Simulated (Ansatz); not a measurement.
## From a trial cell to the properties of WC-type PbO

Method: r²SCAN, scalar-relativistic; no spin polarisation; PAW, 500 eV, 12×12×10 k-mesh, Gaussian smearing of 0.05 eV; code Ansatz. The datasets are Ansatz's generated set soft_2.

This is a trial structure; measured cells of the compound in the Crystallography Open Database are in space groups Pbcm, P4/nmm.

The start:

```
Pb O
1.0
     3.42617    0.00000    0.00000
    -1.71309    2.96715    0.00000
     0.00000    0.00000    3.34378
Pb O
1 1
Direct
  0.00000 0.00000 0.00000
  0.66667 0.33333 0.50000
```

The first steps of the search for zero pressure:

```tsv
run	level	k-mesh	kind	V (Å³/atom)	P (GPa)	gap on the mesh (eV)
1	PBE, 420 eV	6×6×6	cell and atoms relaxed	18.16	0.0	metal
2	r²SCAN	12×12×10	shape and atoms relaxed, volume fixed	18.16	-2.8	0.28
```

(1) At which volume does r²SCAN reach zero pressure?

Answer:

(1) 17.59 Å³/atom, about 3.5 % over the start.

The steps that followed:

```tsv
run	level	k-mesh	kind	V (Å³/atom)	P (GPa)	E − E(final) (meV/atom)	gap on the mesh (eV)
3	r²SCAN	12×12×10	shape and atoms relaxed, volume fixed	17.82	-1.2	0.9	0.26
4	r²SCAN	12×12×10	shape and atoms relaxed, volume fixed	17.59	0.0	0.0	0.26
```

Cell and atoms are those of this level's equilibrium.

The final structure (symmetry read at 0.01 Å). It takes space group P-6m2 (No. 187, hexagonal). Conventional cell: a = 3.526 Å, b = 3.526 Å, c = 3.267 Å, α = 90.00°, β = 90.00°, γ = 120.00°. Around Pb (site symmetry -6m2) lie 6 O at 2.61 Å. O (site symmetry -6m2) has 6 Pb at 2.61 Å as nearest neighbours. (Neighbours are counted to 15 % beyond the shortest distance.)

```json
{"atom": "Pb", "site": "1a", "symmetry": "-6m2", "x": "0.0000", "y": "0.0000", "z": "0.0000"}
{"atom": "O", "site": "1f", "symmetry": "-6m2", "x": "0.6667", "y": "0.3333", "z": "0.5000"}
```

- At the final geometry the gap, band path included, is 0.26 eV.
- The equation of state gives B0 = 93 GPa and B0′ = 4.3.
- The elastic tensor is not positive definite, so the structure is mechanically unstable (smallest eigenvalue -9.2 GPa).
- Against the elements' standard states, run alike and uncorrected, the formation energy is -0.89 eV/atom.
- The runs in the table took roughly 2.3 core-minutes.

**What lies behind the numbers.**

Bader charges against formal ones: Pb +1.23 (+2), O −1.23 (−2). The cations give up 62 % of the formal charge; Bader charges stay under formal ones because the anions' density reaches into the cations' basins, the more so the higher the formal charge and the softer the anion.

For elements this heavy, spin–orbit coupling would shift levels and gaps; it isn't included here. A displaced or strained copy of the relaxed cell lay 4.2 meV/atom lower, so the structure isn't a true minimum at this level.
